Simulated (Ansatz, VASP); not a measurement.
**AlGa3N4: VASP beside Ansatz**

INCAR

```
ALGO = Normal
EDIFF = 1E-6
ENCUT = 520
GGA = PS
ISIF = 2
ISMEAR = 0
LASPH = True
LCHARG = True
LELF = True
LREAL = False
LVHAR = True
LWAVE = False
NBANDS = 41
NELM = 60
PREC = Accurate
SIGMA = 0.1
```

The input KPOINTS:

```
k-points
0
Gamma
  4 4 4
```

POSCAR

```
AlGa3N4
1.0
    4.4716853600      0.0000000000      0.0000000000
    0.0000000000      4.4716853600      0.0000000000
    0.0000000000      0.0000000000      4.4716853600
Al Ga N
1 3 4
Direct
    0.0000000000      0.0000000000      0.0000000000
    0.5000000000      0.5000000000      0.0000000000
    0.5000000000      0.0000000000      0.5000000000
    0.0000000000      0.5000000000      0.5000000000
    0.7557144200      0.7557144200      0.2442855800
    0.7557144200      0.2442855800      0.7557144200
    0.2442855800      0.7557144200      0.7557144200
    0.2442855800      0.2442855800      0.2442855800
```

Input for Ansatz:

```yaml
crystal:
  lattice:
    - [4.47168536, 0.0, 0.0]
    - [0.0, 4.47168536, 0.0]
    - [0.0, 0.0, 4.47168536]
  atoms:
    - { symbol: Al, position: [0.0, 0.0, 0.0] }
    - { symbol: Ga, position: [0.5, 0.5, 0.0] }
    - { symbol: Ga, position: [0.5, 0.0, 0.5] }
    - { symbol: Ga, position: [0.0, 0.5, 0.5] }
    - { symbol: "N", position: [0.75571442, 0.75571442, 0.24428558] }
    - { symbol: "N", position: [0.75571442, 0.24428558, 0.75571442] }
    - { symbol: "N", position: [0.24428558, 0.75571442, 0.75571442] }
    - { symbol: "N", position: [0.24428558, 0.24428558, 0.24428558] }
basis:
  ecutwfc: 420
kpoints:
  mp_grid: { grid: [4, 4, 4] }
hamiltonian:
  xc: pbesol
scf:
  occupations: { method: gaussian, width: 0.1 }
output:
  forces: true
  stress: true
  eigenvalues: true
```

The cell comes from a database or a generator and needn't be the stable form of this composition.

Alike in both runs: task single point; functional PBEsol; k mesh 4 × 4 × 4; occupations gaussian, width 0.1 eV; no spin polarisation.

```csv
,VASP,Ansatz
version,VASP 6.6.1,Ansatz 0.2.0
potentials or method,"VASP PAW PBE potentials, release 64 (Al, Ga_d, N)","scalar-relativistic, plane waves, PAW"
plane-wave cutoff (eV),520,420
valence electrons in the cell,62,62
```

VASP gave:

```
gap on the k mesh at the Fermi level (eV) : 2.29
least direct gap on the mesh (eV)         : 2.29
pressure (GPa)                            : -0.7
rms of the force components (eV/Å)        : 0.057
```

Which values does Ansatz return?

gap on the k mesh at the Fermi level (eV): 2.28; least direct gap on the mesh (eV): 2.28; pressure (GPa): -0.6; rms of the force components (eV/Å): 0.053.

Atom by atom the forces differ by 0.004 eV/Å (rms over components).

Caveats: the PAW data sets were made with another functional, which shifts forces and pressure a little (VASP). As with any semilocal functional, this PBEsol gap is likely too small.
